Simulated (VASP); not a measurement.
**InSb: relaxation of cell and atoms with PBEsol**

InSb:

```
CELL_PARAMETERS angstrom
-2.94474 2.94474 1.63638
2.94474 -2.94474 1.63638
2.94474 2.94474 -1.63638
ATOMIC_POSITIONS crystal
In 0.75000 0.25000 0.50000
Sb 0.00000 0.00000 0.00000
```

Measurements of this composition are mostly on another form, of space group No. 216.

| Quantity | Value |
| --- | --- |
| Program | VASP 6.6.1 |
| Task | relaxation of cell and atoms |
| Functional | PBEsol |
| Potentials or basis | VASP PAW PBE potentials, release 64 (In, Sb) |
| Cutoff | 580 eV |
| k mesh | 14 × 14 × 14 |
| Occupations | gaussian, width 0.1 eV |
| Spin | no spin polarisation |
| Further INCAR settings | ALGO = Normal; EDIFF = 1e-07; IBRION = 2; EDIFFG = -0.005; NSW = 90; ISIF = 3 |

The relaxed volume is 26.89 Å³/atom and the relaxed cell is a = 4.413 Å, b = 4.413 Å, c = 4.413 Å, α = 97.42°, β = 97.42°, γ = 137.87°. The space group after relaxing (to 0.05 Å) is I-4m2 (No. 119). The energy gained by relaxing is 14.0 meV/atom. The ionic steps are 7. The pressure after relaxing is 0.0 GPa. The band gap on the k mesh is none (metal or under the smearing width).

The path:
| step | energy change (eV) | largest force (eV/Å) | pressure (GPa) | volume (Å³) |
| --- | --- | --- | --- | --- |
| 1 | 0.0000 | 0.0000 | -2.59 | 56.76 |
| 2 | -0.0251 | 0.0000 | 0.80 | 53.07 |
| 3 | -0.0265 | 0.0000 | 0.08 | 53.74 |
| 4 | -0.0277 | 0.0000 | 0.05 | 53.74 |
| 5 | -0.0280 | 0.0000 | 0.04 | 53.74 |
| 6 | -0.0280 | 0.0000 | 0.04 | 53.74 |
| 7 | -0.0280 | 0.0000 | -0.02 | 53.79 |

Final structure:
```
In Sb
1.0
    -2.91175    2.91175    1.58611
     2.91175   -2.91175    1.58611
     2.91175    2.91175   -1.58611
In Sb
1 1
Direct
  0.75000 0.25000 0.50000
  0.00000 0.00000 0.00000
```

Levels at points of the mesh, in eV from the Fermi level:
```csv
k point,band 2,band 3,band 4,band 5,band 6,band 7
"(0.00, 0.00, 0.00)",-3.22,-2.17,-2.17,3.15,4.89,6.58
"(0.50, 0.00, 0.00)",-5.12,-2.19,-1.32,-1.27,2.45,3.06
"(0.50, 0.50, 0.00)",-7.64,-0.45,1.61,1.77,1.96,4.33
"(0.50, 0.50, 0.50)",-5.56,-4.88,-4.88,3.83,5.84,9.28
```

Wall time 2.5 min on 1 thread of Intel(R) Xeon(R) 6975P-C (Granite Rapids), with other jobs on the host, peak memory 0.36 GiB.

Caveat: the PAW data sets were made with another functional, which shifts forces and pressure a little. The run has no spin-orbit coupling, so splittings on Sb are missing.
